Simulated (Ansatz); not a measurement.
Relax this structure to zero stress and force, keeping its symmetry:

Space group Fm-3m (No. 225). a = 5.573 Å, b = 5.573 Å, c = 5.573 Å, α = 90.00°, β = 90.00°, γ = 90.00°
| atom | site | symmetry | x | y | z |
| --- | --- | --- | --- | --- | --- |
| Ba | 4a | m-3m | 0.0000 | 0.0000 | 0.0000 |
| O | 4b | m-3m | 0.5000 | 0.0000 | 0.0000 |

Level of theory: DFT PBE+D3(BJ), scalar-relativistic, plane waves, PAW (Ansatz 0.2.0).

Settings: cutoff 420 eV, Γ-centred mesh 8×8×8 on the computed 2-atom cell, Gaussian smearing of 0.02 eV; no spin polarisation.

What does it relax to?

The volume decreases by 0.52 Å³/atom to 21.12 Å³/atom, and the energy falls by 2.8 meV/atom. Final structure:
```cif
data_structure
_symmetry_space_group_name_H-M 'P 1'
_symmetry_Int_Tables_number 1
_cell_length_a 3.9093
_cell_length_b 3.9093
_cell_length_c 3.9093
_cell_angle_alpha 60.000
_cell_angle_beta 60.000
_cell_angle_gamma 60.000
_cell_volume 42.25
loop_
_atom_site_label
_atom_site_type_symbol
_atom_site_fract_x
_atom_site_fract_y
_atom_site_fract_z
_atom_site_occupancy
Ba1 Ba 0.00000 0.00000 0.00000 1
O1 O 0.50000 0.50000 0.50000 1
```

Course of the relaxation (steps run on the plane waves of an earlier cell, and the basis is chosen afresh near the end, so energy and pressure can step there; trial steps that raised the energy were taken back; energies are free energies):

```csv
step,E − E_final (meV/atom),P (GPa),V (Å³/atom)
1,2.8,-1.68,21.64
2,9.1,3.96,20.16
3,-0.6,-0.13,21.18
4,-0.7,0.00,21.14
5,0.0,-0.07,21.14
6,0.0,0.00,21.12
7,0.0,0.00,21.12
```

Cost: 1 run of about 0.087 core-minutes, on Intel Xeon 6975P-C (Granite Rapids) (shared hosts).